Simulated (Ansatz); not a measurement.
## What CsPbCl3 in I4/mcm, a phase reached by a soft mode distorts into

Wanted: the energy along a soft mode of CsPbCl3 in I4/mcm, a phase reached by a soft mode and the structure at the end.

Program: Ansatz 0.2.0. Level of theory: DFT PBEsol, scalar-relativistic, plane waves, PAW; PAW set soft_1. Results are calculated unless marked as measured.

Most raw output is cut from this account.

The structure was built from a prototype and need not be the compound's stable phase.

### 1. Set-up

It takes space group I4/mcm (No. 140, tetragonal). The conventional cell has a = 7.775 Å, b = 7.775 Å, c = 11.384 Å, α = 90.00°, β = 90.00°, γ = 90.00°. Nearest to Cs lie 12 Cl at 3.51 to 4.47 Å. Pb has 6 Cl at 2.84 to 2.85 Å nearest. Cl has 2 Pb at 2.84 Å and 4 Cs at 3.51 to 4.47 Å nearest. Nearest to Cl lie 2 Pb at 2.85 Å and 4 Cs at 3.89 Å. Farther neighbours and most contacts between anions are not listed.

As a file:

```cif
data_structure
_symmetry_space_group_name_H-M 'I4/mcm'
_symmetry_Int_Tables_number 140
_cell_length_a 7.7750
_cell_length_b 7.7750
_cell_length_c 11.3845
_cell_angle_alpha 90.000
_cell_angle_beta 90.000
_cell_angle_gamma 90.000
_cell_volume 688.20
loop_
_atom_site_label
_atom_site_type_symbol
_atom_site_symmetry_multiplicity
_atom_site_Wyckoff_symbol
_atom_site_fract_x
_atom_site_fract_y
_atom_site_fract_z
_atom_site_occupancy
Cs1 Cs 4 b 0.00000 0.50000 0.25000 1
Pb1 Pb 4 c 0.00000 0.00000 0.00000 1
Cl1 Cl 8 h 0.31375 0.81375 0.00000 1
Cl2 Cl 4 a 0.50000 0.50000 0.25000 1
```

### 2. Modes at Γ

This phase was reached earlier by freezing in an unstable mode of a structure of higher symmetry and relaxing. Its zone-centre modes can show that it is still unstable.

Contents of input.yaml:

```yaml
crystal:
  lattice:
    - [-3.8875073506, 3.8875073506, 5.692225754]
    - [3.8875073506, -3.8875073506, 5.692225754]
    - [3.8875073506, 3.8875073506, -5.692225754]
  atoms:
    - { symbol: Cs, position: [0.75, 0.25, 0.5] }
    - { symbol: Cs, position: [0.25, 0.75, 0.5] }
    - { symbol: Pb, position: [0.0, 0.0, 0.0] }
    - { symbol: Pb, position: [0.5, 0.5, 0.0] }
    - { symbol: Cl, position: [0.8137497122, 0.3137497122, 0.1274994244] }
    - { symbol: Cl, position: [0.1862502878, 0.6862502878, 0.8725005756] }
    - { symbol: Cl, position: [0.75, 0.75, 0.0] }
    - { symbol: Cl, position: [0.25, 0.25, 0.0] }
    - { symbol: Cl, position: [0.3137497122, 0.1862502878, 0.5] }
    - { symbol: Cl, position: [0.6862502878, 0.8137497122, 0.5] }
kpoints:
  mp_grid: { grid: [6, 6, 6] }
hamiltonian:
  xc: pbesol
  pseudopotentials: { kind: paw, azcp: { folder: soft_1 }, xc_functional: pbe }
scf:
  occupations: { method: fixed }
output:
  eigenvalues: true
phonons:
  method: dfpt
  dielectric: true
  rigid_motions: translations
```

Started as:

```console
> ansatz run input.yaml --threads 4 --pin off --max-ram 16384MiB --backend cpu --events-out ev --progress --plain --runs-dir out
```

Run time: 17 min. Hardware: 4 threads of Intel Xeon Platinum 8375C at 2.90GHz (Ice Lake), shared host; peak memory 7.9 GiB.

This step gave:

```
gap on the k-mesh                                       : 2.086 eV
volume per atom                                         : 34.41 Å³
sum-rule residual before enforcement                    : 4.14e-5 eV/Å²
miss of the charge sum rule                             : 0.02792 e
estimated error of the dielectric tensor                : 0.01017
estimated error of the Born charges                     : 0.02250 e
point group                                             : 4/mmm
highest optical mode at the zone centre (no LO-TO term) : 246.1 cm⁻¹
lowest optical zone-centre mode                         : -17.39 cm⁻¹
mean high-frequency dielectric constant                 : 3.911
largest Born charge (third of the trace)                : 3.785 e
top of the zone-centre spectrum with the field          : 246.1 cm⁻¹
```

Without the LO-TO term. Patterns of degenerate modes are one choice out of their space. The modes at Γ (shares of kinetic energy by element, %) (negative means imaginary):

```tsv
mode	frequency (cm⁻¹)	symmetry	Cs %	Pb %	Cl %
1	-17.4	Eg	41	0	59
2	-17.4	Eg	41	0	59
3	0.0	acoustic	30	46	24
4	0.0	acoustic	30	46	24
5	0.0	acoustic	30	46	24
6	27.9	Eu	56	13	31
7	27.9	Eu	56	13	31
8	47.0	Eg	59	0	41
9	47.0	Eg	59	0	41
10	48.2	A2u	52	39	9
11	52.2	B2g	99	0	1
12	52.3	Eu	12	19	69
13	52.3	Eu	12	19	69
14	60.7	Eu	3	34	63
15	60.7	Eu	3	34	63
16	78.4	B1u	0	0	100
17	80.0	A1g	0	0	100
18	82.7	A2u	18	3	79
19	92.3	A1u	0	100	0
20	92.9	Eg	0	0	100
21	92.9	Eg	0	0	100
22	101.5	Eu	0	70	30
23	101.5	Eu	0	70	30
24	106.7	B2g	1	0	99
25	112.3	A2u	0	12	88
26	115.7	Eu	0	17	83
27	115.7	Eu	0	17	83
28	200.7	A2g	0	0	100
29	201.4	B1g	0	0	100
30	246.1	A2g	0	0	100
```

Displacements in mode 2 (-17.4 cm⁻¹), the largest set to 1:
```
Cs1  0.11  0.52  0.00
Cs2 -0.11 -0.52  0.00
Pb3  0.00  0.00  0.00
Pb4  0.00  0.00  0.00
Cl5  0.00  0.00 -0.56
Cl6  0.00  0.00  0.56
Cl7 -0.21  1.00  0.00
Cl8  0.21 -1.00  0.00
Cl9  0.00  0.00  0.37
Cl10 0.00  0.00 -0.37
```

Displacements in mode 14 (60.7 cm⁻¹), the largest set to 1:
```
Cs1  0.13  0.09  0.00
Cs2  0.13  0.09  0.00
Pb3 -0.09  0.43  0.00
Pb4  0.37 -0.24  0.00
Cl5 -0.96 -1.00  0.00
Cl6 -0.96 -1.00  0.00
Cl7 -0.22 -0.15  0.00
Cl8 -0.22 -0.15  0.00
Cl9 -0.09  0.28  0.00
Cl10-0.09  0.28  0.00
```

Before it was imposed, the acoustic sum rule was missed by 4.1e-5 eV/Å² and the charge sum rule by 0.028 e. Small misses are needed for a sound result but don't prove that mesh and cutoff are converged. The lowest optical mode is imaginary, 17.4i cm⁻¹, so the energy falls along it.

### 3. The mode frozen in, largest atomic shift 0 Å

The mode followed lies at Γ with frequency 17.4i cm⁻¹ and is 2-fold degenerate, the softest among the wavevectors solved. At small amplitude the distorted cell has space group no. 15 by a symmetry search on the positions. The undistorted cell that holds it gives the zero of energy on the same k mesh.

Changes to input.yaml since step 2:

```diff
@@ -22,8 +22,6 @@
 scf:
-  occupations: { method: fixed }
+  occupations: { method: gaussian, width: 0.02 }
 output:
+  forces: true
+  stress: true
   eigenvalues: true
-phonons:
-  method: dfpt
-  dielectric: true
-  rigid_motions: translations
```

It took 9.1 s on 4 threads; peak memory 1.1 GiB; 34 s of CPU time.

This step gave:

```yaml
pressure: -0.004045 GPa
energy_from_the_undistorted_cell: 0 meV/atom
```

At this level the gap is 2.09 eV on the k-mesh of the self-consistent run, which can miss the band edges.

### 4. The mode frozen in, largest atomic shift 0.14 Å

The atoms are moved along the unstable eigenvector, the largest shift by 0.14 Å, with the cell fixed.

input.yaml, the sections that differ from step 3:

```yaml
crystal:
  lattice:
    - [-3.8875073506, 3.8875073506, 5.692225754]
    - [3.8875073506, -3.8875073506, 5.692225754]
    - [3.8875073506, 3.8875073506, -5.692225754]
  atoms:
    - { symbol: Cs, position: [0.7406319302, 0.25, 0.4906319302] }
    - { symbol: Cs, position: [0.2593680698, 0.75, 0.5093680698] }
    - { symbol: Pb, position: [0.0, 0.0, 0.0] }
    - { symbol: Pb, position: [0.5, 0.5, 0.0] }
    - { symbol: Cl, position: [0.8194694476, 0.3194694476, 0.1274994243] }
    - { symbol: Cl, position: [0.1805305524, 0.6805305524, 0.8725005756] }
    - { symbol: Cl, position: [0.7319936032, 0.75, -0.0180063968] }
    - { symbol: Cl, position: [0.2680063968, 0.25, 0.0180063968] }
    - { symbol: Cl, position: [0.3080299767, 0.1805305524, 0.5] }
    - { symbol: Cl, position: [0.6919700233, 0.8194694476, 0.5] }
# kpoints, hamiltonian, scf, output: as in step 3
```

Wall time 20 s (4 threads); peak memory 1.4 GiB; 76 s of CPU time.

Numbers from this step:

* pressure: -0.004860 GPa
* gap on the k-mesh: 2.101 eV
* energy from the undistorted cell: -0.096 meV/atom

The energy, extrapolated to zero smearing, is -0.10 meV/atom against the undistorted cell.

The run ends at a pressure of 0.00 GPa, with forces up to 0.0035 eV/Å.

### 5. Energy along the mode, all amplitudes (two of the runs are shown above)

An imaginary frequency means negative curvature, so the energy should fall and then rise again as anharmonic terms take over.

Numbers from this step:

- depth at the lowest point sampled: 0.096 meV/atom
- largest atomic shift at that point: 0.14 Å

Table of energy from the parent by largest atomic shift:

```tsv
largest atomic shift (Å)	energy from the parent (meV/atom)
0.000	0
0.040	-0.015
0.080	-0.052
0.140	-0.096
0.220	0.113
0.320	1.71
0.450	9.32
```

Displacement at unit largest shift by atom:

```tsv
atom	x (Å)	y (Å)	z (Å)	size
Cs1	0.00	-0.52	0.00	0.52
Cs2	0.00	0.52	0.00	0.52
Pb3	0.00	0.00	0.00	0.00
Pb4	0.00	0.00	0.00	0.00
Cl5	0.00	0.00	0.47	0.47
Cl6	0.00	0.00	-0.47	0.47
Cl7	0.00	-1.00	0.00	1.00
Cl8	0.00	1.00	0.00	1.00
Cl9	0.00	0.00	-0.47	0.47
Cl10	0.00	0.00	0.47	0.47
```

The lowest of the steps tried is at 0.14 Å, 0.096 meV/atom below the parent; the bottom of the well need not coincide with a step.

### 6. Relaxation from the frozen mode

Starting from the lowest point found, all atoms and the cell are let go, so that strain and other modes of the same symmetry can join in.

Changes to input.yaml since step 4:

```diff
@@ -22,3 +22,3 @@
 scf:
-  occupations: { method: gaussian, width: 0.02 }
+  occupations: { method: fixed }
 output:
@@ -27 +27,6 @@
   eigenvalues: true
+relax:
+  adjacent_minimum: "off"
+  f_tol: 0.002
+  max_steps: 120
+  cell: { stress_tol: 0.03 }
```

Run time: 3.1 min. Hardware: 4 threads; peak memory 1.4 GiB.

Relaxation path:

```tsv
step	energy less that of the first step (eV)	largest force component (eV/Å)	pressure (GPa)	volume (Å³)
1	0.0000	0.0031	0.00	344.10
2	-0.0003	0.0020	0.00	344.08
3	-0.0006	0.0041	0.00	344.33
4	-0.0008	0.0029	0.00	344.36
5	-0.0010	0.0041	0.00	344.39
6	-0.0011	0.0027	0.00	344.46
7	-0.0011	0.0004	0.00	344.42
8	-0.0011	0.0003	0.00	344.43
9*	-0.0011	0.0003	0.00	344.43
```

Relaxation steps marked * repeat the geometry before them on a plane-wave basis chosen anew for their cell, so energy and pressure can jump there.

Forces are held to the 4 operations that the run works with; a distortion that breaks them can't arise in this run.

```tsv
cell as run	before	after	change
a (Å)	7.914	7.899	-0.2 %
b (Å)	7.914	7.920	+0.1 %
c (Å)	7.914	7.899	-0.2 %
α (°)	121.16	121.50	+0.3 %
β (°)	121.16	120.41	-0.6 %
γ (°)	88.01	88.29	+0.3 %
volume (Å³/atom)	34.41	34.44	+0.1 %
```

The atoms that moved most (Å, as changes of fractional coordinates times the final cell):

```tsv
atom	dx	dy	dz	length
Cl7	0.000	-0.062	0.000	0.062
Cl8	0.000	0.062	0.000	0.062
Cl5	-0.008	-0.021	0.037	0.043
Cl6	0.008	0.021	-0.037	0.043
Cl10	-0.008	0.021	0.037	0.043
Cl9	0.008	-0.021	-0.037	0.043
Cs2	0.000	0.031	0.000	0.031
Cs1	0.000	-0.031	0.000	0.031
```

The relaxed structure:

```cif
data_structure
_symmetry_space_group_name_H-M 'P 1'
_symmetry_Int_Tables_number 1
_cell_length_a 7.8993
_cell_length_b 7.9198
_cell_length_c 7.8993
_cell_angle_alpha 121.500
_cell_angle_beta 120.405
_cell_angle_gamma 88.287
_cell_volume 344.43
loop_
_atom_site_label
_atom_site_type_symbol
_atom_site_fract_x
_atom_site_fract_y
_atom_site_fract_z
_atom_site_occupancy
Cs1 Cs 0.73671 0.25000 0.48671 1
Cs2 Cs 0.26329 0.75000 0.51329 1
Pb3 Pb 0.00000 0.00000 0.00000 1
Pb4 Pb 0.50000 0.50000 0.00000 1
Cl5 Cl 0.82001 0.32171 0.12382 1
Cl6 Cl 0.17999 0.67829 0.87618 1
Cl7 Cl 0.72407 0.75000 0.97407 1
Cl8 Cl 0.27593 0.25000 0.02593 1
Cl9 Cl 0.30212 0.17829 0.49830 1
Cl10 Cl 0.69788 0.82171 0.50170 1
```

Numbers from this step:

* pressure: 0.001277 GPa
* gap on the k-mesh: 2.120 eV
* volume per atom: 34.44 Å³

The distorted start has space group C2/c; the relaxation ends in C2/c.

### 7. The new phase in its own primitive cell

The relaxed structure is symmetrised, reduced to its primitive cell and relaxed tightly, as its phonons need.

input.yaml, the sections that differ from step 6:

```yaml
crystal:
  lattice:
    - [6.8549209177, -3.9254159899, 0.0]
    - [6.8549209177, 3.9254159899, 0.0]
    - [-4.3341775424, 0.0, 6.4000302242]
  atoms:
    - { symbol: Cs, position: [0.2367113026, 0.7632886974, 0.25] }
    - { symbol: Cs, position: [0.7632886974, 0.2367113026, 0.75] }
    - { symbol: Pb, position: [0.5, 0.0, 0.0] }
    - { symbol: Pb, position: [0.0, 0.5, 0.5] }
    - { symbol: Cl, position: [0.3200063129, 0.1978845207, 0.3217092909] }
    - { symbol: Cl, position: [0.6799936871, 0.8021154793, 0.6782907091] }
    - { symbol: Cl, position: [0.2240691331, 0.7759308669, 0.75] }
    - { symbol: Cl, position: [0.7759308669, 0.2240691331, 0.25] }
    - { symbol: Cl, position: [0.8021154793, 0.6799936871, 0.1782907091] }
    - { symbol: Cl, position: [0.1978845207, 0.3200063129, 0.8217092909] }
relax:
  adjacent_minimum: "off"
  f_tol: 0.001
  max_steps: 60
  cell: { stress_tol: 0.01 }
# kpoints, hamiltonian, scf, output: as in step 6
```

The job ended after 51 s (4 threads; peak memory 1.4 GiB).

Little changed from the start: no atom moved by 0.005 Å and no cell edge by 0.1 %.

Numbers from this step:

- direct gap on mesh: 2.120 eV

The largest force component left is 0.29 meV/Å and the pressure is 0.001 GPa, within the tolerances set. The cell now holds 34.44 Å³/atom.

### 8. Modes of the new phase

A relaxed structure may still be a saddle point, so its zone-centre modes are computed. The response to a homogeneous field gives the Born charges and the dielectric tensor.

Changes to input.yaml since step 7:

```diff
@@ -24,9 +24,6 @@
 output:
-  forces: true
-  stress: true
   eigenvalues: true
-relax:
-  adjacent_minimum: "off"
-  f_tol: 0.001
-  max_steps: 60
-  cell: { stress_tol: 0.01 }
+phonons:
+  method: dfpt
+  dielectric: true
+  rigid_motions: translations
```

Wall time 23 min (4 threads); peak memory 8.4 GiB; 80 min of CPU time.

This step gave:

| Quantity | Value |
| --- | --- |
| sum-rule residual before enforcement | 3.97e-5 eV/Å² |
| miss of the charge sum rule | 0.02463 e |
| estimated error of the dielectric tensor | 0.01279 |
| estimated error of the Born charges | 0.01908 e |
| point group | 2/m |
| highest optical mode at the zone centre (no LO-TO term) | 245.6 cm⁻¹ |
| lowest optical zone-centre mode | -11.18 cm⁻¹ |
| mean high-frequency dielectric constant | 3.901 |
| largest Born charge (third of the trace) | 3.783 e |
| top of the zone-centre spectrum with the field | 245.6 cm⁻¹ |

Without the LO-TO term. Patterns of degenerate modes are one choice out of their space. Modes at Γ, with each element's share of the kinetic energy (negative means imaginary):

```tsv
mode	frequency (cm⁻¹)	symmetry	Cs %	Pb %	Cl %
1	-11.2	Bg	40	0	60
2	0.0	acoustic	30	46	24
3	0.0	acoustic	30	46	24
4	0.0	acoustic	30	46	24
5	29.0	Bu	56	13	31
6	32.5	Ag	57	0	43
7	39.8	Au	65	29	5
8	44.2	Bg	66	0	34
9	46.4	Ag	42	0	58
10	47.5	Bu	52	36	13
11	51.8	Bg	93	0	7
12	51.9	Bu	14	20	65
13	56.7	Au	0	9	91
14	58.4	Bu	2	29	69
15	63.6	Au	4	29	68
16	77.7	Ag	1	0	99
17	77.8	Au	1	10	90
18	80.5	Bu	15	15	70
19	90.6	Bg	0	0	100
20	93.1	Au	0	98	2
21	96.1	Ag	0	0	100
22	101.4	Bu	1	62	37
23	102.0	Au	0	66	34
24	106.8	Bg	1	0	99
25	112.7	Bu	0	15	85
26	114.1	Au	0	14	86
27	115.1	Bu	0	17	82
28	200.2	Ag	0	0	100
29	200.5	Bg	0	0	100
30	245.6	Bg	0	0	100
```

Displacements in mode 5 (29.0 cm⁻¹), the largest set to 1:
```
Cs1 -0.53  0.00  0.70
Cs2 -0.53  0.00  0.70
Pb3  0.20  0.10 -0.26
Pb4  0.20 -0.10 -0.26
Cl5  0.08 -0.23 -0.05
Cl6  0.08 -0.23 -0.05
Cl7  0.67  0.00 -1.00
Cl8  0.67  0.00 -1.00
Cl9  0.08  0.23 -0.05
Cl10 0.08  0.23 -0.05
```

Displacements in mode 30 (245.6 cm⁻¹), the largest set to 1:
```
Cs1  0.00  0.00  0.00
Cs2  0.00  0.00  0.00
Pb3  0.00  0.00  0.00
Pb4  0.00  0.00  0.00
Cl5 -0.45  0.80  0.65
Cl6  0.45 -0.80 -0.65
Cl7 -1.00  0.00 -0.67
Cl8  1.00  0.00  0.67
Cl9 -0.45 -0.80  0.65
Cl10 0.45  0.80 -0.65
```

Optical modes at the zone centre, without and with the macroscopic field of the longitudinal modes; each column is sorted by frequency, so a row need not hold one and the same mode. Modes with and without the field, by row:

```tsv
rank among optical modes	no field (cm⁻¹)	q along (1, 0, 0) (cm⁻¹)	q along (0, 1, 0) (cm⁻¹)	q along (0, 0, 1) (cm⁻¹)
1	-11.2	-11.2	-11.2	-11.2
2	29	30.6	29	32.1
3	32.5	32.5	32.5	32.5
4	39.8	39.8	40.6	39.8
5	44.2	44.2	44.2	44.2
6	46.4	46.4	46.4	46.4
7	47.5	47.5	47.5	47.5
8	51.8	51.8	51.8	51.8
9	51.9	51.9	51.9	52.5
10	56.7	56.7	56.8	56.7
11	58.4	59.5	58.4	60
12	63.6	63.6	70	63.6
13	77.7	77.7	77.7	77.7
14	77.8	77.8	77.8	77.8
15	80.5	82.2	80.5	83.8
16	90.6	90.6	90.6	90.6
17	93.1	93.1	93.1	93.1
18	96.1	96.1	96.1	96.1
19	101.4	101.5	101.4	101.5
20	102	102	102	102
21	106.8	106.8	106.8	106.8
22	112.7	114.1	112.7	112.7
23	114.1	115.1	115.1	114.1
24	115.1	200.2	200.2	200.2
25	200.2	200.5	200.5	200.5
26	200.5	216.4	215.1	215.3
27	245.6	245.6	245.6	245.6
```

Born charge (rows field, columns displacement) (e), principal values of the symmetric part by kind of site:

```tsv
atom	atoms with these values	low	middle	high	mean
Cs1	2	1.25	1.26	1.41	1.31
Pb3	2	3.67	3.75	3.93	3.78
Cl5	4	-3.45	-0.81	-0.76	-1.68
Cl7	2	-3.68	-0.77	-0.76	-1.73
```

In full for Cl5:

```
-1.18  0.77  0.61
 0.76 -2.15 -1.08
 0.60 -1.10 -1.70
```

High-frequency dielectric tensor:

```
3.97 0.00 0.13
0.00 3.84 0.00
0.13 0.00 3.89
```

Transverse modes; imaginary modes are left out. Infrared lines, with heights relative to the strongest:

```tsv
position (cm⁻¹)	lines merged	relative intensity
29	1	3.9
32	1	0.0
40	1	1.1
44	1	0.0
46	1	0.0
48	1	0.1
52	2	1.0
57	1	0.2
58	1	4.8
64	1	12
78	2	0.0
80	1	14
91	1	0.0
93	1	0.1
96	1	0.0
101	1	1.8
102	1	0.0
107	1	0.0
113	1	100
114	1	92
115	1	92
200	2	0.0
246	1	0.0
```

Before it was imposed, the acoustic sum rule was missed by 4.0e-5 eV/Å² and the charge sum rule by 0.025 e. Small misses are needed for a sound result but don't prove that mesh and cutoff are converged. The lowest optical mode is imaginary, 11.2i cm⁻¹, so the energy falls along it.

### 9. What came out

| Item | Value |
| --- | --- |
| unstable mode of the parent | q = (0, 0, 0), 17i cm⁻¹ |
| depth at the lowest point sampled | 0.096 meV/atom |
| largest atomic shift at that point | 0.14 Å |
| space group reached (within 0.01 Å) | C2/c |
| energy gained over the parent (first relaxation, on the mesh of the frozen mode) | 0.206 meV/atom |
| volume per atom, phase reached | 34.4 Å³ |
| gap on the k-mesh, phase reached | 2.12 eV |
| lowest optical zone-centre mode, phase reached | -11.2 cm⁻¹ |
| highest optical mode at the zone centre (no LO-TO term), phase reached | 246 cm⁻¹ |

What this shows: Along this mode the structure falls into C2/c, 0.206 meV/atom below the parent. At the parent's cell the well is 0.096 meV/atom deep on the steps tried, with its lowest point at a shift of 0.14 Å. Relaxing atoms and cell changes the gain by +0.11 meV/atom against the lowest step (energies at zero smearing). The new phase still has an imaginary mode at the zone centre of its cell, so it is a saddle point on the way to a lower structure. How so shallow a well moves with the k mesh was not tested. Of the 2 patterns followed to their end from this parent, this one ends 0.0704 meV/atom above the lowest, C2/m. Another end point lies within 1 meV/atom; how such a difference moves with mesh and cutoff was not tested. Each path keeps the symmetry of its pattern, so a lower phase may lie along a pattern not tried. Spin-orbit coupling is left out, which can matter for the heavy elements here. The PAW files were made for PBE and serve the other functionals too. The starting cell was built on a prototype and not taken from a measurement, so the phase need not exist.

[Logs are printed without paths, hosts, clocks, repeated set-up lines and the standing remarks that a program may print on its own settings, such as how far it seeks lower states.]

[Hosts, paths, dates, database ids (printed as entryN), source tags and the programs' standing remarks are cut or masked in the printed files.]
